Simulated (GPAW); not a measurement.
# Bi: single point with PBE

Crystal: Bi.

```
Bi
1.0
    -1.98143    1.98143    1.98143
     1.98143   -1.98143    1.98143
     1.98143    1.98143   -1.98143
Bi
1
Direct
  0.00000 0.00000 0.00000
```

This isn't the form of Bi at room conditions, which is rhombohedral.

* Program: GPAW 26.7.0
* Task: single point
* Functional: PBE
* Potentials or basis: GPAW PAW data sets (gpaw-data 1.2.1)
* Cutoff: 600 eV
* Basis: pw
* k mesh: 9 × 9 × 9
* Occupations: fermi-dirac, width 0.05 eV
* Spin: no spin polarisation
* Maxiter: 150

The pressure is 0.7 GPa. The band gap on the k mesh is none (metal or under the smearing width).

Levels at points of the mesh, in eV from the Fermi level:
```
           k point  band 3  band 4  band 5  band 6  band 7  band 8  band 9  band 10  band 11
(0.00, 0.00, 0.00)  -23.27  -23.14  -23.14  -13.46    5.07    5.07    5.07     9.23    10.53
```

Wall time 6.5 s on 1 thread of Arm Neoverse V2 (shared host), peak memory 0.14 GiB.

Caveat: spin-orbit coupling is left out, which moves the levels of the heavy elements.
